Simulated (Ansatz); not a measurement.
The same molecule with X = Mg, Zn, Cd. Ansatz, PBE0-D4/def2-TZVP geometries, multiplicity 1. Each molecule was computed in one conformer, which needn't be the lowest.

Elements past krypton have def2 core potentials. Scalar relativity is left out up to krypton.

```csv
X,molecule,mean X–C bond length / Å,LUMO energy (B3LYP/def2-TZVPP) / eV,HOMO energy (B3LYP/def2-TZVPP) / eV,HOMO energy (ωB97M-V/def2-TZVPP) / eV
Mg,`C[CH2][Mg][CH2]C`,2.106,-0.76,-5.70,-8.06
Zn,`C[CH2][Zn][CH2]C`,1.958,-0.36,-6.30,-8.66
```

Task: Give the row for X = Cd, `C[CH2][Cd][CH2]C`. (Best estimate.)

Result: Ansatz gave: 
```
 X            molecule  mean X–C bond length / Å  LUMO energy (B3LYP/def2-TZVPP) / eV  HOMO energy (B3LYP/def2-TZVPP) / eV  HOMO energy (ωB97M-V/def2-TZVPP) / eV
Cd  `C[CH2][Cd][CH2]C`                     2.133                                -0.44                                -6.03                                  -8.33
```

From Mg to Cd the mean X–C bond length isn't monotonic: highest at Cd, lowest at Zn; the LUMO energy (B3LYP/def2-TZVPP) isn't monotonic: highest at Zn, lowest at Mg; the HOMO energy (B3LYP/def2-TZVPP) isn't monotonic: highest at Mg, lowest at Zn; the HOMO energy (ωB97M-V/def2-TZVPP) isn't monotonic: highest at Mg, lowest at Zn. Bonds lengthen as the atom grows down the group.

B3LYP here is the variant with VWN-RPA as its local correlation; programs differ in this.

Positive LUMOs are unbound, so they and the gaps depend on the basis.
